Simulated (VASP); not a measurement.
The system is WS2.

```
W S
1.0
     3.40622    0.00000    0.00000
     0.00000    3.40622    0.00000
     0.00000    0.00000   10.75728
W S
1 2
Cartesian
  1.7031 1.7031 5.3786
  1.7031 1.7031 9.8485
  1.7031 1.7031 0.9087
```

The cell was built by a generator and needn't be a form met in nature.

The cell isn't the ideal one: random cell by space group and Wyckoff sites (P4/mmm, No. 123).

| Item | Value |
| --- | --- |
| Program | VASP 6.6.1 |
| Task | relaxation of cell and atoms |
| Functional | PBE |
| Potentials or basis | VASP PAW PBE potentials, release 64 (W_sv, S) |
| Cutoff | 600 eV |
| k mesh | 6 × 6 × 2 |
| Occupations | gaussian, width 0.1 eV |
| Spin | no spin polarisation |

At the start: pressure -6.5 GPa; volume 41.60 Å³/atom.

**Question.** How do energy, volume and symmetry change on relaxing?

**Answer.** Over 71 steps the energy falls by 2041.8 meV/atom and the volume is 20.39 Å³/atom (-51.0 %); space group P4/mmm (No. 123, to 0.05 Å).

The path:
```csv
step,energy change (eV),largest force (eV/Å),pressure (GPa),volume (Å³)
1,0.0000,2.7735,-6.49,124.81
3,-2.8925,0.7029,-3.69,78.71
5,-3.1760,0.4082,3.20,70.95
7,-3.3273,0.8428,-0.82,72.70
9,-3.6816,0.9506,-0.69,71.26
11,-3.7095,0.4964,0.26,68.69
13,-3.4570,0.1331,12.82,57.72
15,-3.7346,0.9912,3.22,64.41
17,-3.7423,0.5547,3.59,63.53
19,-3.7705,0.3330,2.20,63.82
21,-3.8120,0.4365,-3.25,65.13
23,-3.8306,0.1500,-2.57,64.60
25,-3.8759,0.8536,-2.55,61.86
27,-3.9814,1.6159,-1.31,58.38
29,-3.9462,3.2197,32.58,43.39
31,-4.3097,4.0803,17.11,46.70
33,-4.3216,3.9061,18.59,46.20
35,-4.3210,3.8366,19.19,46.01
37,-4.3629,3.7551,18.46,46.14
39,-4.5430,3.6786,15.05,46.72
41,-5.0979,2.4564,4.69,49.11
43,-5.4071,1.1991,-5.37,53.26
45,-5.5042,1.6591,-10.63,58.45
47,-5.9075,0.1802,0.57,54.88
49,-5.9828,0.0898,2.36,54.48
51,-6.0660,0.0401,3.40,54.52
53,-6.0831,0.3065,-0.19,56.17
55,-6.0911,0.1540,-0.28,56.64
57,-6.0974,0.0092,1.38,56.42
59,-6.1029,0.0504,1.06,56.82
61,-6.1092,0.2546,-0.18,58.63
63,-6.1128,0.1999,-0.01,58.44
65,-6.1220,0.0208,-0.97,61.29
67,-6.1242,0.0149,-0.12,60.76
69,-6.1251,0.0034,0.32,60.92
71,-6.1254,0.0326,-0.02,61.17
```

Final structure:
```
W S
1.0
     2.60301    0.00000    0.00000
     0.00000    2.60301    0.00000
     0.00000    0.00000    9.02734
W S
1 2
Direct
  0.50000 0.50000 0.50000
  0.50000 0.50000 0.76838
  0.50000 0.50000 0.23162
```

Caveat: the volume moved by over 15 % at a fixed basis, so the end points are rough; this functional lacks dispersion, which binds the layers, so the pressure and a relaxed spacing across them are unreliable.
